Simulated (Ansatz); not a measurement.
**Hf₄C polymorphs, one row open**

Level of theory: DFT PBE, scalar-relativistic, plane waves, PAW (Ansatz). Settings: cutoff 420 eV, Γ-centred meshes spaced at most about 0.3 Å⁻¹, and about 0.25 Å⁻¹ or finer for metals (2π included), Gaussian smearing. No spin polarisation.

All energies are static (0 K, no zero-point motion). Rows are sorted by volume; energies count from the lowest form computed. Coordination counts Hf atoms around C (those within 1.25 times the shortest such distance or 1.15 times the sum of covalent radii, 1.27 where that leaves under three). The table shows 5 of 11 forms computed.

| row | form | source | atoms | coordination | V (Å³/atom) | gap on mesh (eV) | ΔE (meV/atom) |
| --- | --- | --- | --- | --- | --- | --- | --- |
| 1 | P-3m1 | invented | 5 | C 6 | 18.9 | 0 | 0 |
| 2 | R-3m | invented | 5 | C 6 | 19.1 | 0 | 31 |
| 3 | R-3m | invented | 5 | C 6 | 19.1 | 0 | 17 |
| 4 | Im-3m | invented | 5 | C 8 | 19.2 | 0 | ? |
| 5 | I4/m | invented | 5 | C 4 | 20.2 | 0 | 617 |

The cell of row 4:

```
Hf C
1.0
    -2.88390    2.88390    2.88390
     2.88390   -2.88390    2.88390
     2.88390    2.88390   -2.88390
Hf C
4 1
Direct
  0.50000 0.50000 0.50000
  0.50000 0.00000 0.00000
  0.00000 0.00000 0.50000
  0.00000 0.50000 0.00000
  0.00000 0.00000 0.00000
```

Task: Estimate the missing energy, and say where the row ranks.

Result: 0.85 eV/atom, which puts it above row 5, the highest in the table. Counting Hf atoms around C, row 4 has C 8 and the lowest form (row 1) has C 6.

An observed structure of this formula, if there is one, may be missing.

Spin–orbit coupling, which can matter for Hf, is left out. Cells relaxed within their symmetry can be saddle points. Some types were kept out of the candidates beforehand, so the set may lack a known form.

Six-coordinate carbon is clearly favoured: the three such forms lie within 31 meV/atom of each other, whereas the four-coordinate form lies at 617 meV/atom and the eight-coordinate one at 0.85 eV/atom. Density does not explain this, since row 4 has nearly the same volume as rows 2 and 3.

Its cell shows the cause. Hf forms a simple cubic array with carbon at the centres of some of the cubes, leaving the other cubes empty. The Hf–C contacts are longer than in rocksalt HfC, which weakens the Hf d–C p overlap, while the Hf–Hf contacts along the cube edges are shorter than in the hexagonal metal. The structure thus gives up both good carbon bonding and efficient metal packing. The low-energy forms probably keep carbon in octahedral holes of a nearly close-packed metal lattice, as is usual for group 4 carbides, and differ mainly in stacking or carbon order.

The ranking does not show whether any of these forms would resist separation into hafnium and a carbon-richer carbide.
